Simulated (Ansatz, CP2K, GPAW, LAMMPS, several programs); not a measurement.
# BN from cheap methods to r2SCAN

Aim: run BN through methods of unlike cost and see what each gets, and at what price.

Method: no spin polarisation, static lattice; gaps from single points on the cell relaxed beforehand with r²SCAN+rVV10, in LAMMPS, CP2K, GPAW, Ansatz (versions at each run).

1 further run of the same task is left out (set aside as unsound or not needed).

### Step 1. Starting point

The structure is trigonal, space group R3m (No. 160). Conventional cell: a = 2.500 Å, b = 2.500 Å, c = 9.760 Å, α = 90.00°, β = 90.00°, γ = 120.00°. B (site symmetry 3m) is surrounded by 3 N at 1.44 Å. Around N (site symmetry 3m) lie 3 B at 1.44 Å.

Structure file:

```
B N
1.0
     2.48825    0.00278   -0.24449
    -1.23448    2.16042    0.24453
    -0.92498   -0.90878    3.31341
B N
1 1
Direct
  0.99103 0.99142 0.99384
  0.65712 0.32446 0.99297
```

The structure type (database structure) is imposed and need not be the compound's stable one.

**Question.** The methods are BN.extep, BNC.tersoff, DFTB, PBE/DZVP, PBE/single-zeta, PBE/SZV, coarse PBE, GLLB-SC, PBE, r2SCAN. What gap does r2SCAN give on this cell, and which other methods (full PBE left aside) come nearest to r2SCAN and farthest in gap?

| quantity | value |
| --- | --- |
| r2SCAN | gap 4.64 eV |
| gap: nearest and farthest of the other methods | PBE/SZV (-0.06 eV), GLLB-SC (+2.18 eV) |

What this shows: For the gap, of the 6 methods compared (full PBE left aside), PBE/SZV comes nearest to r2SCAN and GLLB-SC is farthest. A minimal basis or a coarse cutoff and mesh shifts results by its own error, so closeness to r2SCAN can be chance. GLLB-SC is compared with its derivative discontinuity added. No r2SCAN modulus is at hand, so moduli aren't ranked. CPU times run from 0.15 s (BN.extep) to 47 s (PBE/DZVP). On this cell PBE/DZVP, PBE/single-zeta cost more than r2SCAN itself (36 s), so they are no saving here. r2SCAN is a yardstick, not the truth: it usually gives gaps below the measured ones.
